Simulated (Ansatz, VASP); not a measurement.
BaTe: VASP beside Ansatz

INCAR

```
PREC = Accurate ; ENCUT = 520
EDIFF = 1E-6 ; ISMEAR = 0
SIGMA = 0.1 ; LREAL = F
LASPH = T ; NELM = 80
ALGO = Fast ; ISIF = 2
LWAVE = F ; LCHARG = T
GGA = PE ; LELF = T
LVHAR = T ; NBANDS = 15
```

The input KPOINTS:

```
regular mesh
0
Gamma
  4 4 4
```

File POSCAR:

```
BaTe
1.0
    0.0000000000      3.4100000000      3.4100000000
    3.4100000000      0.0000000000      3.4100000000
    3.4100000000      3.4100000000      0.0000000000
Ba Te
1 1
Direct
    0.0000000000      0.0000000000      0.0000000000
    0.5000000000      0.5000000000      0.5000000000
```

Input for Ansatz:

```yaml
crystal:
  lattice:
    - [0.0, 3.41, 3.41]
    - [3.41, 0.0, 3.41]
    - [3.41, 3.41, 0.0]
  atoms:
    - { symbol: Ba, position: [0.0, 0.0, 0.0] }
    - { symbol: Te, position: [0.5, 0.5, 0.5] }
basis:
  ecutwfc: 420
kpoints:
  mp_grid: { grid: [4, 4, 4] }
hamiltonian:
  xc: pbe
scf:
  occupations: { method: gaussian, width: 0.1 }
output:
  forces: true
  stress: true
  eigenvalues: true
```

Alike in both runs: task single point; functional PBE; k mesh 4 × 4 × 4; occupations gaussian, width 0.1 eV; no spin polarisation.

```csv
,VASP,Ansatz
version,VASP 6.6.1,Ansatz 0.2.0
potentials or method,"VASP PAW PBE potentials, release 64 (Ba_sv, Te)","scalar-relativistic, plane waves, PAW"
plane-wave cutoff (eV),520,420
valence electrons in the cell,16,26
```

```tsv
	VASP	Ansatz	Ansatz less VASP
gap on the k mesh at the Fermi level (eV)	1.32	1.42	+0.101
least direct gap on the mesh (eV)	1.70	1.76	+0.062
pressure (GPa)	4.4	3.9	-0.46
```

The two sets of potentials don't hold the same shells in valence.

Caveats: spin-orbit coupling is left out, which moves the levels of the heavy elements. A k mesh can miss the band edges.
